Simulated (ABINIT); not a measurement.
Crystal: As.

```
CELL_PARAMETERS angstrom
1.88080 1.08588 3.51406
-1.88080 1.08588 3.51406
0.00000 -2.17176 3.51406
ATOMIC_POSITIONS crystal
As 0.22600 0.22600 0.22600
As 0.77400 0.77400 0.77400
```

Base run:

```yaml
Program: ABINIT 10.8.3 (patched build)
Functional: PBE
Potentials_or_basis: PseudoDojo NC SR PBE v0.4.1 standard
Cutoff: 1088 eV
k_mesh: 7 × 7 × 7
Occupations: fermi-dirac, width 0.05 eV
Spin: no spin polarisation
```

Its results: band gap on the k mesh none (metal or under the smearing width); pressure 3.5 GPa; largest force 0.402 eV/Å.

After a change of settings the same cell gave: band gap on the k mesh none (metal or under the smearing width); pressure -1.5 GPa; largest force 0.339 eV/Å. Which change was it?
A. potentials or basis from PseudoDojo NC SR PBE v0.4.1 standard to JTH PAW PBE v2.0; cutoff from 1088 eV to 354 eV; spin from no spin polarisation to spin-orbit coupling, no magnetisation
B. functional from PBE to PBEsol; potentials or basis from PseudoDojo NC SR PBE v0.4.1 standard to PseudoDojo NC SR PBEsol v0.4.1 standard; cutoff from 1088 eV to 1034 eV
C. potentials or basis from PseudoDojo NC SR PBE v0.4.1 standard to JTH PAW PBE v2.0; cutoff from 1088 eV to 354 eV
D. potentials or basis from PseudoDojo NC SR PBE v0.4.1 standard to SG15 NC PBE v1.2; cutoff from 1088 eV to 381 eV; valence electrons from 30 to 10

B.

Not every run made on this cell is shown here.
